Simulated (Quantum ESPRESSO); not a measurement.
Crystal: NaCl.

```xyz
2
Lattice="0.0000 2.7941 2.7941 2.7941 0.0000 2.7941 2.7941 2.7941 0.0000" Properties=species:S:1:pos:R:3 pbc="T T T"
Cl    2.7941    2.7941    2.7941
Na    0.0000    0.0000    0.0000
```

The cell is a database's computed one.

Base run:

```yaml
Program: Quantum ESPRESSO 7.5
Functional: WC
Potentials_or_basis: GBRV 1.5 PBE
Cutoff: 612 eV
Density_cutoff: 4898 eV
k_mesh: 6 × 6 × 6, shifted
Occupations: fermi-dirac, width 0.05 eV
Spin: no spin polarisation
```

Its results: pressure 0.5 GPa; electronic dielectric tensor (diagonal) 2.58.

Q: The run is repeated on the same cell with these changes: functional from WC to AM05. What comes out?

A: Pressure 1.3 GPa; electronic dielectric tensor (diagonal) 2.54.

Caveats: the potentials were made for another functional, which shifts forces and pressure.

Not every run made on this cell is shown here.
